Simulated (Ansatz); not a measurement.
Sr under changes of volume

One of the cells (56.319 Å³/atom); the others are scaled copies at fixed shape and fractional positions:

```xyz
1
Lattice="0.0000 3.0423 3.0423 3.0423 0.0000 3.0423 3.0423 3.0423 0.0000" Properties=species:S:1:pos:R:3 pbc="T T T"
Sr    0.0000    0.0000    0.0000
```

```yaml
Program: Ansatz 0.2.0
Functional: LDA
Potentials_or_basis: Ansatz PAW
Cutoff: "420 eV (not typed: the program's choice for these potentials)"
k_mesh: 8 × 8 × 8
Occupations: fermi-dirac, width 0.05 eV
Spin: no spin polarisation
```

```csv
volume (Å³/atom),energy over the lowest point (meV/atom),pressure (GPa)
52.940,0.00,-1.0
54.067,8.36,-1.3
55.193,18.10,-1.4
56.319,29.06,-1.6
57.446,?,?
58.572,54.18,-1.9
59.698,68.11,-2.0
```

Task: What does the run at 57.446 Å³/atom give?

Result: Energy over the lowest point 41.13 meV/atom; pressure -1.8 GPa.

Worked out: A Birch-Murnaghan fit of order 3 (a polynomial in V^(-2/3)) to the other rows has no minimum within the range. It gives 41.13 meV/atom at 57.446 Å³/atom, against the run's 41.13, and -dE/dV = -1.8 GPa, against -1.8.

Energies are extrapolated to zero smearing.

Caveats: the PAW data sets come from PBE, with cores solved anew for the run's functional, which leaves a small shift of forces and pressure.
